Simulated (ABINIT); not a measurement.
Crystal: BN.

```
N B
1.0
     2.55394    0.00000    0.00000
    -1.27697    2.21178    0.00000
     0.00000    0.00000    4.22685
N B
2 2
Direct
  0.33333 0.66667 0.12528
  0.66667 0.33333 0.62528
  0.33333 0.66667 0.49972
  0.66667 0.33333 0.99972
```

Measurements of this composition are mostly on another form, of space group No. 194.

Program: ABINIT 10.8.3 (patched build). Alike in all runs: task band structure; potentials or basis JTH PAW PBE v2.0; no spin polarisation; cell as given; k mesh 12 × 12 × 6; cutoff (eV) 844; smearing fermi-dirac 0.05 eV.

Question: Order these runs on this cell by their pressure, lowest first.
A. level LDA
B. level PW91
C. level RPBE
D. level SCAN
E. level AM05

Answer: A (-13.2 GPa), E (-6.4 GPa), D (-4.5 GPa), B (-1.1 GPa), C (5.4 GPa).

Caveats: the PAW data sets were made with another functional, which shifts forces and pressure a little.

Runs at the PBE level aren't shown here.
